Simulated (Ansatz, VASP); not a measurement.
## Cs in VASP and in Ansatz

```
Cs
1.0
     0.00000    3.87697    3.87697
     3.87697    0.00000    3.87697
     3.87697    3.87697    0.00000
Cs
1
Direct
  0.00000 0.00000 0.00000
```

Alike in both runs: functional PBE; k mesh 9 × 9 × 9; occupations fermi-dirac, width 0.05 eV; no spin polarisation.

Ansatz relaxed the structure, and its values are those at the end. VASP's run is a single point on that final structure, the one shown.

|  | VASP | Ansatz |
| --- | --- | --- |
| version | VASP 6.6.1 | Ansatz 0.2.0 |
| potentials or method | VASP PAW PBE potentials, release 64 (Cs_sv) | PAW with Ansatz's default frozen-core files, scalar-relativistic |
| plane-wave cutoff (eV) | 520 | 420 |
| valence electrons in the cell | 9 | 9 |

|  | VASP | Ansatz | Ansatz less VASP |
| --- | --- | --- | --- |
| pressure (GPa) | 0.0 | 0.0 | +0.01 |

The runs have no spin-orbit coupling, so splittings on Cs are missing.
